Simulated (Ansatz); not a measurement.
Geometry optimisation in Ansatz: input, command and trajectory.

```yaml
crystal:
  lattice:
    - [-3.1964626841, 3.1964626841, 1.8612588516]
    - [3.1964626841, -3.1964626841, 1.8612588516]
    - [3.1964626841, 3.1964626841, -1.8612588516]
  atoms:
    - { symbol: Si, position: [0.1794864786, 0.1794864786, 0.3589729571] }
    - { symbol: Si, position: [0.8205135214, 0.8205135214, 0.6410270429] }
    - { symbol: Si, position: [0.1794864786, 0.8205135214, 0.0] }
    - { symbol: Si, position: [0.8205135214, 0.1794864786, 0.0] }
basis:
  ecutwfc: 420
kpoints:
  mp_grid: { grid: [10, 10, 10] }
hamiltonian:
  xc: pbe
scf:
  occupations: { method: gaussian, width: 0.01 }
output:
  forces: true
  stress: true
  eigenvalues: true
relax:
  adjacent_minimum: "off"
  f_tol: 0.01
  max_steps: 30
  cell: { stress_tol: 0.1, fix: [volume] }
```

```bash
ansatz run input.yaml --threads 1 --pin off --max-ram 2560MiB --backend cpu --events-out ev --progress --plain --runs-dir out
```

The calculation used DFT PBE, scalar-relativistic, plane waves, PAW in Ansatz 0.2.0.

The volume is held at 0.88 times that of the relaxed cell.

Of 4 frames 3 are shown, positions in Å and forces in eV/Å; the SCF threshold varies from step to step. Steps run on the plane waves of an earlier cell, with a Pulay correction in the pressure. The basis is chosen afresh for the last frame, the zero of the energies, and at times for earlier ones too; energy and pressure step there, also at an unchanged geometry.

```xyz
4
Lattice="-3.1965 3.1965 1.8613 3.1965 -3.1965 1.8613 3.1965 3.1965 -1.8613" Properties=species:S:1:pos:R:3:forces:R:3 pbc="T T T" step=1 free_energy_over_end_meV_per_atom=0.15 pressure_GPa=13.53
Si    1.1474    1.1474    0.0000    0.0395    0.0395    0.0000
Si    2.0490    2.0490    1.8613   -0.0395   -0.0395    0.0000
Si    2.0490   -2.0490    1.8613   -0.0395    0.0395    0.0000
Si   -2.0490    2.0490    1.8613    0.0395   -0.0395    0.0000
4
Lattice="-3.1900 3.1900 1.8688 3.1900 -3.1900 1.8688 3.1900 3.1900 -1.8688" Properties=species:S:1:pos:R:3:forces:R:3 pbc="T T T" step=2 free_energy_over_end_meV_per_atom=0.01 pressure_GPa=13.43
Si    1.1481    1.1481    0.0000    0.0018    0.0018    0.0000
Si    2.0419    2.0419    1.8688   -0.0018   -0.0018    0.0000
Si    2.0419   -2.0419    1.8688   -0.0018    0.0018    0.0000
Si   -2.0419    2.0419    1.8688    0.0018   -0.0018    0.0000
4
Lattice="-3.1913 3.1913 1.8673 3.1913 -3.1913 1.8673 3.1913 3.1913 -1.8673" Properties=species:S:1:pos:R:3:forces:R:3 pbc="T T T" step=4 free_energy_over_end_meV_per_atom=0.00 pressure_GPa=13.45
Si    1.1482    1.1482    0.0000   -0.0007   -0.0007    0.0000
Si    2.0431    2.0431    1.8673    0.0007    0.0007    0.0000
Si    2.0431   -2.0431    1.8673    0.0007   -0.0007    0.0000
Si   -2.0431    2.0431    1.8673   -0.0007    0.0007    0.0000
```

It took 33 s on 1 thread of Intel(R) Xeon(R) Processor @ 2.70GHz (shared host), peak memory 0.43 GiB.

The smearing is narrow for a metal on this mesh.